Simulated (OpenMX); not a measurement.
NaCl under changes of volume

One of the cells (21.478 Å³/atom); the others are scaled copies at fixed shape and fractional positions:

```
Cl Na
1.0
     3.50219    0.00000    0.00000
     0.00000    3.50219    0.00000
     0.00000    0.00000    3.50219
Cl Na
1 1
Direct
  0.50000 0.50000 0.50000
  0.00000 0.00000 0.00000
```

Measurements of this composition are mostly on another form, of space group No. 225.

| Property | Result |
| --- | --- |
| Program | OpenMX 3.8.5 |
| Functional | LDA |
| Potentials or basis | OpenMX 2013 LDA set, Cl7.0-s2p2d1f1, Na9.0-s3p2d1, fixed grid of 48 × 48 × 48 points |
| k mesh | 9 × 9 × 9 |
| Occupations | fermi-dirac, width 0.05 eV |
| Spin | no spin polarisation |

| volume (Å³/atom) | energy over the lowest point (meV/atom) | gap on the mesh (eV) |
| --- | --- | --- |
| 20.189 | 0.00 | 4.19 |
| 20.619 | 4.52 | 4.10 |
| 21.048 | 10.48 | 4.02 |
| 21.478 | 17.68 | 3.95 |
| 21.907 | 25.88 | 3.88 |
| 22.337 | 35.07 | 3.81 |
| 22.766 | ? | ? |

Problem. What does the run at 22.766 Å³/atom give?

Solution. Energy over the lowest point 45.14 meV/atom; gap on the mesh 3.75 eV.

Worked out: A Birch-Murnaghan fit of order 3 (a polynomial in V^(-2/3)) to the other rows has no minimum within the range. It gives 44.99 meV/atom at 22.766 Å³/atom, against the run's 45.14. A straight line through the other rows of the gap, of slope -3.72 eV per unit of ln V, extrapolates to 3.74 eV, against the run's 3.75.

Energies are extrapolated to zero smearing.

Caveats: an odd mesh through Γ misses points on the zone boundary, where band edges often lie; the basis of atomic orbitals isn't converged, which shifts pressures, moduli and gaps.
